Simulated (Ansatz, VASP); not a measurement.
## Two plane-wave programs on NiO2

```
CELL_PARAMETERS angstrom
2.76309 0.00000 0.00000
-1.38154 2.39290 0.00000
0.00000 0.00000 4.20625
ATOMIC_POSITIONS crystal
Ni 0.00000 0.00000 0.50000
O 0.66667 0.33333 0.71859
O 0.33333 0.66667 0.28141
```

Alike in both runs: functional LDA; k mesh 12 × 12 × 6; occupations gaussian, width 0.02 eV; no spin polarisation.

Ansatz relaxed the structure, and its values are those at the end. VASP's run is a single point on that final structure, the one shown.

|  | VASP | Ansatz |
| --- | --- | --- |
| version | VASP 6.6.1 | Ansatz 0.2.0 |
| potentials or method | VASP PAW LDA potentials, release 64 (Ni, O) | scalar-relativistic, plane waves, PAW |
| plane-wave cutoff (eV) | 520 | 420 |
| valence electrons in the cell | 22 | 30 |

```tsv
	VASP	Ansatz	Ansatz less VASP
gap on the k mesh at the Fermi level (eV)	0.74	0.77	+0.030
least direct gap on the mesh (eV)	0.99	1.02	+0.029
pressure (GPa)	1.1	0.0	-1.13
rms of the force components (eV/Å)	0.044	0.000	-0.0439
```

The two sets of potentials don't hold the same shells in valence.

A k mesh can miss the band edges. Spin polarisation is off, so any magnetic state and its effect on volume and gap are missing.
